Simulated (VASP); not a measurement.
Crystal: Cl.

```
Cl
1.0
     3.14500   -2.25000    0.00000
     3.14500    2.25000    0.00000
     0.00000    0.00000    8.21000
Cl
4
Direct
  0.37000 0.63000 0.40000
  0.13000 0.87000 0.90000
  0.63000 0.37000 0.60000
  0.87000 0.13000 0.10000
```

Base run:

| Property | Result |
| --- | --- |
| Program | VASP 6.6.1 |
| Functional | r2SCAN-EpsX |
| Potentials or basis | VASP PAW PBE potentials, release 64 (Cl) |
| Cutoff | 520 eV |
| k mesh | 6 × 6 × 2 |
| Occupations | gaussian, width 0.02 eV |
| Spin | no spin polarisation |

Its results: band gap on the k mesh 5.77 eV, indirect (least direct gap 5.87 eV); pressure -2.1 GPa; largest force 1.058 eV/Å.

After a change of settings the same cell gave: band gap on the k mesh 4.17 eV, indirect (least direct gap 4.26 eV); pressure -0.9 GPa; largest force 0.844 eV/Å. Which change was it?
A. functional from r2SCAN-EpsX to HSE06
B. functional from r2SCAN-EpsX to PBE0
C. functional from r2SCAN-EpsX to HSE03

A.

Caveats: the PAW data sets were made with another functional, which shifts forces and pressure a little.

Not every run made on this cell is shown here.
